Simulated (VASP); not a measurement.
Input of a VASP 6.6.1 run:

INCAR

```
SYSTEM = TlCl
PREC = Accurate
ENCUT = 520
EDIFF = 1E-6
ISMEAR = -1
SIGMA = 0.01
LREAL = .False.
LASPH = .True.
NELM = 100
ALGO = Normal
ISIF = 2
LWAVE = .False.
LCHARG = .False.
GGA = CA
NBANDS = 17
```

File KPOINTS:

```
Automatic mesh
0
Gamma
  5 5 5
  0 0 0
```

File POSCAR:

```
TlCl
1.0
    3.8340000000      0.0000000000      0.0000000000
    0.0000000000      3.8340000000      0.0000000000
    0.0000000000      0.0000000000      3.8340000000
Tl Cl
1 1
Direct
    0.0000000000      0.0000000000      0.0000000000
    0.5000000000      0.5000000000      0.5000000000
```

Potentials or basis: VASP PAW LDA potentials, release 64 (Tl_d, Cl).

Launch:

```bash
$ cat potpaw_LDA.64/Tl_d/POTCAR potpaw_LDA.64/Cl/POTCAR > POTCAR
$ mpirun -np 1 vasp_std > vasp.out
```

Problem. Estimate the pressure.

Solution. -3.2 GPa.

Problem. What does it give for the band gap on the k mesh?

Solution. 2.73 eV, direct.

Caveat: spin-orbit coupling is left out, which as a rule narrows the gap of such compounds by several tenths of an eV; an odd mesh through Γ misses points on the zone boundary, where band edges often lie. As with any semilocal functional, this LDA gap is likely too small.
